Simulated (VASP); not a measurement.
# TiN (Fm-3m) in VASP: elastic constants with PBE

Aim: the elastic constants of TiN with PBE.

All numbers are computed with VASP 6.6.1; they aren't measurements. Logs are shortened: lines on timing, memory, paths and dates and some standing lists are left out, and cuts for length are marked.

**1. Starting point**

The structure is cubic, space group Fm-3m (No. 225). The conventional cell has a = 4.254 Å, b = 4.254 Å, c = 4.254 Å, α = 90.00°, β = 90.00°, γ = 90.00°. Around Ti (site symmetry m-3m) lie 6 N at 2.13 Å. Around N (site symmetry m-3m) lie 6 Ti at 2.13 Å.

The cell was built by a generator and needn't be a form met in nature.

**2. Elastic constants, PBE**

POSCAR

```
TiN
1.0
    0.0000000000      2.1270000000      2.1270000000
    2.1270000000      0.0000000000      2.1270000000
    2.1270000000      2.1270000000      0.0000000000
Ti N
1 1
Direct
    0.0000000000      0.0000000000      0.0000000000
    0.5000000000      0.5000000000      0.5000000000
```

INCAR.step1

```
SYSTEM = TiN
PREC = Accurate ; ENCUT = 600
EDIFF = 1E-8 ; ISMEAR = 0
SIGMA = 0.1 ; LREAL = .False.
LASPH = .True. ; NELM = 80
ALGO = Normal ; ISIF = 3
LWAVE = .False. ; LCHARG = .False.
GGA = PE ; IBRION = 2
NSW = 40 ; EDIFFG = -0.002
```

INCAR.step2

```
SYSTEM = TiN
PREC = Accurate ; ENCUT = 600
EDIFF = 1E-8 ; ISMEAR = 0
SIGMA = 0.1 ; LREAL = .False.
LASPH = .True. ; NELM = 80
ALGO = Normal ; ISIF = 3
LWAVE = .False. ; LCHARG = .False.
GGA = PE ; IBRION = 6
NFREE = 2 ; POTIM = 0.015
NSW = 1
```

KPOINTS

```
regular mesh
0
Gamma
  12 12 12
  0 0 0
```

Potentials or basis: VASP PAW PBE potentials, release 64 (Ti_sv, N).

Run with:

```bash
> cat potpaw_PBE.64/Ti_sv/POTCAR potpaw_PBE.64/N/POTCAR > POTCAR
> cp INCAR.step1 INCAR
> mpirun -np 1 vasp_std > vasp.out
> cp CONTCAR POSCAR
> cp INCAR.step2 INCAR
> mpirun -np 1 vasp_std > vasp.out
```

OUTCAR:

```text
SYSTEM = TiN
   PREC = Accurate
   ENCUT = 600
   EDIFF = 1E-8
   ISMEAR = 0
   LREAL = .False.
   LASPH = .True.
   NELM = 80
   ISIF = 3
   GGA = PE
   IBRION = 6
   NFREE = 2
   POTIM = 0.015
   NSW = 1

 ion  position               nearest neighbor table
   1  0.000  0.000  0.000-   2 2.12   2 2.12   2 2.12   2 2.12   2 2.12   2 2.12
   2  0.500  0.500  0.500-   1 2.12   1 2.12   1 2.12   1 2.12   1 2.12   1 2.12

  LATTYP: Found a face centered cubic cell.
 ALAT       =     4.2485701918

  Lattice vectors:

 A1 = (   0.0000000000,   2.1242850959,   2.1242850959)
 A2 = (   2.1242850959,   0.0000000000,   2.1242850959)
 A3 = (   2.1242850959,   2.1242850959,   0.0000000000)

Analysis of symmetry for initial positions (statically):
=====================================================================
 Subroutine PRICEL returns:
 Original cell was already a primitive cell.

 Routine SETGRP: Setting up the symmetry group for a
 face centered cubic supercell.

 Subroutine GETGRP returns: Found 48 space group operations
 (whereof 48 operations were pure point group operations)
 out of a pool of 48 trial point group operations.

The static configuration has the point symmetry O_h .

Analysis of symmetry for dynamics (positions and initial velocities):
=====================================================================
 Subroutine PRICEL returns:
 Original cell was already a primitive cell.

 Routine SETGRP: Setting up the symmetry group for a
 face centered cubic supercell.

 Subroutine GETGRP returns: Found 48 space group operations
 (whereof 48 operations were pure point group operations)
 out of a pool of 48 trial point group operations.

The dynamic configuration has the point symmetry O_h .

 Subroutine INISYM returns: Found 48 space group operations
 (whereof 48 operations are pure point group operations),
 and found     1 'primitive' translations

----------------------------------------------------------------------------------------

                                     Primitive cell

  volume of cell :      19.1720

  direct lattice vectors                    reciprocal lattice vectors
     0.000000000  2.124285096  2.124285096    -0.235373303  0.235373303  0.235373303
     2.124285096  0.000000000  2.124285096     0.235373303 -0.235373303  0.235373303
     2.124285096  2.124285096  0.000000000     0.235373303  0.235373303 -0.235373303

  length of vectors
     3.004192793  3.004192793  3.004192793     0.407678520  0.407678520  0.407678520

  position of ions in fractional coordinates (direct lattice)
     0.000000000  0.000000000  0.000000000
     0.500000000  0.500000000  0.500000000

  ion indices of the primitive-cell ions
   primitive index   ion index
                 1           1
                 2           2

----------------------------------------------------------------------------------------

 KPOINTS: regular mesh

Automatic generation of k-mesh.
 Grid dimensions read from file:
 generate k-points for:   12   12   12

 Generating k-lattice:

  Cartesian coordinates                     Fractional coordinates (reciprocal lattice)
[... 113 lines left out ...]

  FORCE on cell =-STRESS in cart. coord.  units (eV):
  Direction    XX          YY          ZZ          XY          YZ          ZX
  --------------------------------------------------------------------------------------
  -------------------------------------------------------------------------------------
  Total        0.0005127      0.0005127      0.0005127     -0.0000000      0.0000000     -0.0000000
  in kB        0.0428481      0.0428481      0.0428481     -0.0000000      0.0000000     -0.0000000
  external PRESSURE =       0.0428481 kB  Pullay stress =       0.0000000 kB
[... 89 lines left out ...]
  FREE ENERGIE OF THE ION-ELECTRON SYSTEM (eV)
  ---------------------------------------------------
  free  energy   TOTEN  =       -19.6331914081 eV

  energy  without entropy=      -19.6289992676  energy(sigma->0) =      -19.63109534

[... ionic steps 4 to 14 ...]

--------------------------------------- Ionic step       15  -------------------------------------------

 number of electron      17.0000000 magnetization

------------------------ aborting loop because EDIFF is reached ----------------------------------------
[... 67 lines left out ...]
--------------------------------------- Ionic step       17  -------------------------------------------

 number of electron      17.0000003 magnetization

 Free energy of the ion-electron system (eV)
  ---------------------------------------------------
  ext. energy  EPLUGINS =         0.00000000
  ---------------------------------------------------
  free energy    TOTEN  =       -19.64045459 eV

  energy without entropy =      -19.63619136  energy(sigma->0) =      -19.63832297

 E-fermi :  11.3374     XC(G=0): -12.9936

 val. band max:       11.3336815297   @ k =   0.1667   0.0000   0.0000
 cond. band min:      11.3631744335   @ k =   0.0833   0.0833   0.0000
 fundamental gap:      0.0294929038
 Fermi energy:        11.3373805066

 k-point     1 :       0.0000    0.0000    0.0000
  band No.  band energies     occupation
      1     -46.5015      2.00000
      2     -22.4849      2.00000
      3     -22.4846      2.00000
      4     -22.4846      2.00000
      5      -5.6874      2.00000
      6       9.3413      2.00000
      7       9.3414      2.00000
      8       9.3414      2.00000
      9      10.7690      2.00000
     10      10.7759      2.00000
     11      10.7759      2.00000
     12      11.9510      0.00000
[... 331 lines left out ...]
 k-point    24 :      -0.4167    0.1667    0.0000
  band No.  band energies     occupation
      1     -46.3978      2.00000
      2     -23.0473      2.00000
      3     -22.6492      2.00000
      4     -22.5617      2.00000
      5      -3.4470      2.00000
      6       3.9235      2.00000
      7       5.9707      2.00000
      8       6.1335      2.00000
      9      12.6259      0.00000
     10      12.9450      0.00000
     11      13.4597      0.00000
     12      15.8024      0.00000

 [... further k-points ...]

------------------------ aborting loop because EDIFF is reached ----------------------------------------

  FORCE on cell =-STRESS in cart. coord.  units (eV):
  Direction    XX          YY          ZZ          XY          YZ          ZX
  --------------------------------------------------------------------------------------
  -------------------------------------------------------------------------------------
  Total        0.0120066      0.0011958      0.0011958      0.0000000      0.0000000     -0.0000000
  in kB        1.0033744      0.0999341      0.0999341      0.0000000      0.0000000     -0.0000000
  external PRESSURE =       0.4010809 kB  Pullay stress =       0.0000000 kB
[... 17 lines left out ...]
  FREE ENERGIE OF THE ION-ELECTRON SYSTEM (eV)
  ---------------------------------------------------
  free  energy   TOTEN  =       -19.6404545865 eV

  energy  without entropy=      -19.6361913609  energy(sigma->0) =      -19.63832297

 INTERNAL STRAIN TENSORS FROM STRAINED CELLS
 ============================================

 INTERNAL STRAIN TENSOR FOR ION    1 for displacements in x,y,z  (eV/Angst):
          X           Y           Z          XY          YZ          ZX
  --------------------------------------------------------------------------------
  x    -0.00000    -0.00000     0.00000     0.00000     0.00000     0.00000
  y    -0.00000    -0.00000    -0.00000    -0.00000     0.00000    -0.00000
  z     0.00000     0.00000    -0.00000     0.00000    -0.00000     0.00000

 INTERNAL STRAIN TENSORS FROM DISPLACED ATOMS
 ============================================

 INTERNAL STRAIN TENSOR FOR ION    1 for displacements in x,y,z  (eV/Angst):
          X           Y           Z          XY          YZ          ZX
  --------------------------------------------------------------------------------
  x     0.00000     0.00000     0.00000     0.00000     0.00000     0.00000
  y     0.00000     0.00000     0.00000     0.00000     0.00000     0.00000
  z     0.00000     0.00000     0.00000     0.00000     0.00000     0.00000

 INTERNAL STRAIN TENSOR FOR ION    2 for displacements in x,y,z  (eV/Angst):
          X           Y           Z          XY          YZ          ZX
  --------------------------------------------------------------------------------
  x     0.00000     0.00000     0.00000     0.00000     0.00000     0.00000
  y     0.00000     0.00000     0.00000     0.00000     0.00000     0.00000
  z     0.00000     0.00000     0.00000     0.00000     0.00000     0.00000

 Eigenvectors and eigenvalues of the dynamical matrix
 ----------------------------------------------------

   1 f  =   15.136412 THz    95.104881 2PiTHz  504.896356 cm-1    62.599142 meV
             X         Y         Z           dx          dy          dz
      0.000000  0.000000  0.000000     0.000000    0.475867   -0.000000
      2.124285  2.124285  2.124285    -0.000000   -0.879517   -0.000000
[... 21 lines left out ...]
   6 f/i=    0.003485 THz     0.021899 2PiTHz    0.116260 cm-1     0.014414 meV
             X         Y         Z           dx          dy          dz
      0.000000  0.000000  0.000000     0.124341   -0.870167    0.029980
      2.124285  2.124285  2.124285     0.067275   -0.470808    0.016221

--------------------------------------------------------------------------------------------------------

 ELASTIC MODULI CONTR FROM IONIC RELAXATION (kBar)
 Direction    XX          YY          ZZ          XY          YZ          ZX
 --------------------------------------------------------------------------------
 XX           0.0000      0.0000      0.0000      0.0000      0.0000      0.0000
 YY           0.0000      0.0000      0.0000      0.0000      0.0000      0.0000
 ZZ           0.0000      0.0000      0.0000      0.0000      0.0000      0.0000
 XY           0.0000      0.0000      0.0000      0.0000      0.0000      0.0000
 YZ           0.0000      0.0000      0.0000      0.0000      0.0000      0.0000
 ZX           0.0000      0.0000      0.0000      0.0000      0.0000      0.0000
 --------------------------------------------------------------------------------

 TOTAL ELASTIC MODULI (kBar)
 Direction    XX          YY          ZZ          XY          YZ          ZX
 --------------------------------------------------------------------------------
 XX        5906.3035   1192.3582   1192.3582      0.0000      0.0000      0.0000
 YY        1192.3582   5906.3035   1192.3582     -0.0000     -0.0000      0.0000
 ZZ        1192.3582   1192.3582   5906.3035      0.0000      0.0000      0.0000
 XY           0.0000     -0.0000      0.0000   1609.5401      0.0000      0.0000
 YZ           0.0000     -0.0000      0.0000      0.0000   1609.5401      0.0000
 ZX           0.0000      0.0000      0.0000      0.0000      0.0000   1609.5401
 --------------------------------------------------------------------------------
```

It took 7.2 min on 1 thread of Intel Xeon Platinum 8488C (Sapphire Rapids), shared host; peak memory 0.36 GiB.

What came out:

```
Relaxed volume                                          : 9.59 Å³/atom
Relaxed cell                                            : a = 3.004 Å, b = 3.004 Å, c = 3.004 Å, α = 60.00°, β = 60.00°, γ = 60.00°
Space group after relaxing (to 0.05 Å)                  : Fm-3m (No. 225)
Elastic constants C11, C12, C44                         : 591, 119, 161 GPa
Voigt bulk modulus                                      : 276 GPa
Highest phonon frequency at Γ, LO-TO splitting left out : 505 cm⁻¹
```

The path:
```csv
step,energy change (eV),largest force (eV/Å),pressure (GPa),volume (Å³)
1,0.0000,0.0000,-1.05,19.25
2,0.0002,0.0000,1.47,19.07
3,-0.0002,0.0000,0.00,19.17
```

Final structure:
```
Ti N
1.0
     0.00000    2.12429    2.12429
     2.12429    0.00000    2.12429
     2.12429    2.12429    0.00000
Ti N
1 1
Direct
  0.00000 0.00000 0.00000
  0.50000 0.50000 0.50000
```

Phonon frequencies in cm⁻¹ (negative: imaginary):
```tsv
q point	frequencies
(0.000, 0.000, 0.000)	0 0 0 505 505 505
```

Elastic tensor in Voigt notation (GPa, in the Cartesian axes of the cell as first typed):
```
591 119 119   0   0   0
119 591 119   0   0   0
119 119 591   0   0   0
  0   0   0 161   0   0
  0   0   0   0 161   0
  0   0   0   0   0 161
```

Clamped-ion elastic tensor (GPa):
```
591 119 119   0   0   0
119 591 119   0   0   0
119 119 591   0   0   0
  0   0   0 161   0   0
  0   0   0   0 161   0
  0   0   0   0   0 161
```
